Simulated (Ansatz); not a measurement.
## W: pressure against volume

W, Fm-3m, a = 3.998 Å. This isn't the element's structure at ambient conditions. Ansatz: PBEsol, PAW, 420 eV, Γ-centred 18×18×18 mesh on 1 atom, Gaussian smearing 0.10 eV; no spin polarisation. Symmetry fixes shape and atoms, so the cell is only scaled; pressure is positive in compression.

```tsv
V (Å³/atom)	P (GPa)
15.017	21.17
15.497	9.72
15.976	0.00
16.455	-8.34
16.934	?
```

Q: Take V0 = 15.976 Å³/atom, fit the third-order Birch–Murnaghan form to the other rows, and predict the missing pressure.

A: With the Eulerian strain f = ½[(V0/V)^(2/3) − 1] and y = P/[3f(1 + 2f)^(5/2)], the form is the line y = B0 + 1.5 B0 (B0′ − 4) f. Rows (f, y): 0.02107, 302.1; 0.01025, 300.5; -0.00975, 299.5. Means f = 0.007190, y = 300.70; Σ(Δf)² = 0.0004890, ΣΔfΔy = 0.03915; the slope is their ratio. y = 300.1 + 80.06 f GPa, so B0 = 300.1 GPa and B0′ = 4 + 2 × (80.06)/(3 × 300.1) = 4.18. At V = 16.934, f = -0.01904, y = 298.58 and P = -15.48 GPa. The run gave -15.57 GPa, so the fit is 0.09 GPa too high, a small miss on the scale of the series. The form still works here, 33 % of the fitted range beyond its end.

Spin–orbit coupling is left out, which can shift energies with elements as heavy as these.